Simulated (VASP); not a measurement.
HfO2:

```xyz
12
Lattice="5.1180 0.0000 0.0000 0.0000 5.1857 0.0000 -0.8587 0.0000 5.2139" Properties=species:S:1:pos:R:3 pbc="T T T"
Hf    0.8021    2.3870    3.6914
Hf    3.0279    4.9798    4.1294
Hf    3.4573    2.7987    1.5224
Hf    1.2314    0.2059    1.0845
O    -0.3473    0.8733    4.4146
O     4.1773    3.4661    3.4062
O     4.6066    4.3124    0.7993
O     0.0821    1.7196    1.8076
O     1.4549    3.8473    5.1101
O     2.3751    1.2544    2.7107
O     2.8045    1.3384    0.1038
O     1.8842    3.9313    2.5032
```

| Quantity | Value |
| --- | --- |
| Program | VASP 6.6.1 |
| Task | relaxation of cell and atoms |
| Functional | PBE |
| Potentials or basis | VASP PAW PBE potentials, release 64 (Hf_pv, O) |
| Cutoff | 600 eV |
| k mesh | 5 × 5 × 5 |
| Occupations | fermi-dirac, width 0.05 eV |
| Spin | no spin polarisation |

At the start: pressure 2.4 GPa; volume 11.53 Å³/atom.

Q: How do energy, volume and symmetry change on relaxing?

A: Over 26 steps the energy falls by 3.2 meV/atom and the volume is 11.66 Å³/atom (+1.1 %); space group P2_1/c (No. 14, to 0.05 Å).

The path:
```tsv
step	energy change (eV)	largest force (eV/Å)	pressure (GPa)	volume (Å³)
1	0.0000	0.4574	2.42	138.38
2	0.0034	0.4212	-3.92	141.89
3	-0.0249	0.1879	-0.74	140.06
4	-0.0337	0.1010	0.03	139.66
5	-0.0337	0.1034	0.06	139.64
6	-0.0362	0.0428	0.06	139.64
7	-0.0368	0.0496	0.07	139.64
8	-0.0372	0.0390	0.00	139.75
9	-0.0372	0.0194	0.02	139.72
10	-0.0373	0.0134	-0.06	139.78
11	-0.0373	0.0136	-0.06	139.78
12	-0.0374	0.0125	0.07	139.72
13	-0.0374	0.0127	0.08	139.71
14	-0.0375	0.0126	0.04	139.75
15	-0.0376	0.0155	-0.07	139.83
16	-0.0376	0.0153	-0.06	139.83
17	-0.0377	0.0184	-0.02	139.83
18	-0.0377	0.0304	0.06	139.83
19	-0.0377	0.0248	0.03	139.83
20	-0.0378	0.0201	0.01	139.84
21	-0.0379	0.0204	-0.04	139.88
22	-0.0380	0.0146	0.01	139.86
23	-0.0380	0.0152	0.05	139.85
24	-0.0381	0.0088	-0.02	139.90
25	-0.0381	0.0071	-0.08	139.93
26	-0.0381	0.0035	0.03	139.87
```

Final structure:
```yaml
crystal:
  lattice:
    - [5.13763, 0.00000, -0.01609]
    - [0.00000, 5.18835, 0.00000]
    - [-0.87841, 0.00000, 5.24999]
  atoms:
    - { symbol: Hf, position: [0.27592, 0.45728, 0.70790] }
    - { symbol: Hf, position: [0.72408, 0.95728, 0.79210] }
    - { symbol: Hf, position: [0.72408, 0.54272, 0.29210] }
    - { symbol: Hf, position: [0.27592, 0.04272, 0.20790] }
    - { symbol: O, position: [0.06753, 0.17063, 0.84767] }
    - { symbol: O, position: [0.93247, 0.67063, 0.65233] }
    - { symbol: O, position: [0.93247, 0.82937, 0.15233] }
    - { symbol: O, position: [0.06753, 0.32937, 0.34767] }
    - { symbol: O, position: [0.44885, 0.74273, 0.97744] }
    - { symbol: O, position: [0.55115, 0.24273, 0.52256] }
    - { symbol: O, position: [0.55115, 0.25727, 0.02256] }
    - { symbol: O, position: [0.44885, 0.75727, 0.47744] }
```
